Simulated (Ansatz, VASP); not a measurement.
**SiNi3 in VASP and in Ansatz**

```
CELL_PARAMETERS angstrom
3.49555 0.00000 0.00000
0.00000 3.49555 0.00000
0.00000 0.00000 3.49555
ATOMIC_POSITIONS crystal
Si 0.00000 0.00000 0.00000
Ni 0.00000 0.50000 0.50000
Ni 0.50000 0.00000 0.50000
Ni 0.50000 0.50000 0.00000
```

Alike in both runs: functional PBE; k mesh 12 × 12 × 12; occupations gaussian, width 0.1 eV; no spin polarisation.

Ansatz relaxed the structure, and its values are those at the end. VASP's run is a single point on that final structure, the one shown.

|  | VASP | Ansatz |
| --- | --- | --- |
| version | VASP 6.6.1 | Ansatz 0.2.0 |
| potentials or method | VASP PAW PBE potentials, release 64 (Si, Ni) | scalar-relativistic, plane waves, PAW |
| plane-wave cutoff (eV) | 520 | 420 |
| valence electrons in the cell | 34 | 58 |

|  | VASP | Ansatz | Ansatz less VASP |
| --- | --- | --- | --- |
| gap on the k mesh at the Fermi level (eV) | none | none | - |
| pressure (GPa) | 2.1 | 2.0 | -0.06 |

A gap of «none» marks a metal or a gap that the smearing closes. The two sets of potentials don't hold the same shells in valence.

Spin polarisation is off, so any magnetic state and its effect on volume and gap are missing.
